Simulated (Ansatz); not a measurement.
Runs of Ansatz 0.2.0 on MgO. The structure is cubic, space group Fm-3m (No. 225). Conventional cell: a = 4.194 Å, b = 4.194 Å, c = 4.194 Å, α = 90.00°, β = 90.00°, γ = 90.00°. Mg (site symmetry m-3m) is surrounded by 6 O at 2.10 Å. O (site symmetry m-3m) is surrounded by 6 Mg at 2.10 Å. The cell is a database's computed one.

```tsv
task	level	cell	k mesh	cutoff (eV)	points for each segment of the path	mesh quality	gap on the mesh (eV)	pressure (GPa)	relaxed volume (Å³/atom)
band structure	r2SCAN50	as given	6 × 6 × 6	500	4	coarse	10.22	-5.7	-
relaxation of cell and atoms	BLYP+D4	relaxed	11 × 11 × 11	420	-	not flagged	4.98	0.0	9.38
relaxation of cell and atoms	revPBE+D4	relaxed	11 × 11 × 11	420	-	not flagged	4.74	0.0	9.43
relaxation of cell and atoms	RPBE+D3(BJ)	relaxed	11 × 11 × 11	420	-	not flagged	5.86	0.0	8.47
band structure	PBEsol	as given	11 × 11 × 11	420	14	not flagged	4.76	(a)	-
band structure	LDA	as given	11 × 11 × 11	420	14	not flagged	4.78	-4.1	-
relaxation of cell and atoms	RPBE+D4	relaxed	11 × 11 × 11	420	-	not flagged	4.72	0.0	9.48
band structure	HF	as given	6 × 6 × 6	420	4	coarse	15.80	-1.3	-
relaxation of cell and atoms	revPBE+D3(BJ)	relaxed	11 × 11 × 11	420	-	not flagged	4.94	0.0	9.24
relaxation of cell and atoms	PBEsol+D4	relaxed	11 × 11 × 11	420	-	not flagged	4.73	0.0	9.25
relaxation of cell and atoms	LDA	relaxed	11 × 11 × 11	420	-	not flagged	(b)	0.0	8.99
relaxation of cell and atoms	PBEsol+D3(BJ)	relaxed	11 × 11 × 11	420	-	not flagged	4.89	0.0	9.10
```

Alike in all rows: potentials or basis Ansatz PAW; no spin polarisation; smearing fermi-dirac 0.05 eV.

Question: Fill in the values left out.

Answer: (a) 2.3; (b) 5.03.

Caveats: some runs use coarse meshes; the PAW data sets come from PBE, with cores solved anew for the run's functional, which leaves a small shift of forces and pressure; odd divisions of the mesh miss points on the zone boundary, where band edges often lie, so the gap on the mesh can be too wide (some runs); the plane-wave basis is chosen anew once the cell has moved, so the energies of steps on either side of that aren't comparable (some runs); the thresholds are loose for stress (some runs).

A k mesh can miss the band edges.

Runs at the PBE level aren't shown here.
